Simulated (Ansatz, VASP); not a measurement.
One calculation of GaAs, two programs

Contents of POSCAR:

```
GaAs
1.0
    0.0000000000      2.8750000000      2.8750000000
    2.8750000000      0.0000000000      2.8750000000
    2.8750000000      2.8750000000      0.0000000000
Ga As
1 1
Direct
    0.0000000000      0.0000000000      0.0000000000
    0.2500000000      0.2500000000      0.2500000000
```

File INCAR.step1:

```
PREC = Accurate
ENCUT = 520
ISMEAR = -1
SIGMA = 0.02
LREAL = F
LASPH = T
NELM = 80
NBANDS = 16
GGA = PE
ALGO = Normal
EDIFF = 1E-4
LWAVE = T
LCHARG = F
```

INCAR.step2

```
PREC = Accurate
ENCUT = 520
EDIFF = 1E-6
ISMEAR = -1
SIGMA = 0.02
LREAL = F
LASPH = T
NELM = 80
ALGO = Normal
ISIF = 2
LWAVE = F
LCHARG = F
METAGGA = R2SCAN
LMIXTAU = T
NBANDS = 16
ISTART = 1
```

The input KPOINTS:

```
Automatic mesh
0
Gamma
  6 6 6
```

Input for Ansatz:

```yaml
crystal:
  lattice:
    - [0, 2.875, 2.875]
    - [2.875, 0, 2.875]
    - [2.875, 2.875, 0]
  atoms:
    - { symbol: Ga, position: [0, 0, 0] }
    - { symbol: As, position: [0.25, 0.25, 0.25] }
kpoints:
  mp_grid: { grid: [6, 6, 6] }
hamiltonian:
  xc: r2scan
  pseudopotentials: { kind: paw, source: ansatz }
scf:
  occupations: { method: fermi_dirac, width: 0.02 }
  convergence: { dr2_threshold: "1e-10 eV" }
  max_iter: 300
output:
  forces: true
  stress: true
  eigenvalues: true
```

Alike in both runs: task single point; functional r2SCAN; k mesh 6 × 6 × 6; occupations fermi-dirac, width 0.02 eV; no spin polarisation.

|  | VASP | Ansatz |
| --- | --- | --- |
| version | VASP 6.6.1 | Ansatz 0.2.0 development build |
| potentials or method | VASP PAW PBE potentials, release 64 (Ga_d, As) | plane waves, PAW datasets (hand-made set) |
| plane-wave cutoff (eV) | 520 | 1300 |
| valence electrons in the cell | 18 | 36 |

|  | VASP | Ansatz | Ansatz less VASP |
| --- | --- | --- | --- |
| gap on the k mesh at the Fermi level (eV) | 0.59 | 0.61 | +0.021 |

The two sets of potentials don't hold the same shells in valence.

Caveats: the PAW data sets were made with another functional, which shifts forces and pressure a little (VASP). r2SCAN opens gaps a little over a GGA but as a rule still falls short of measured ones.
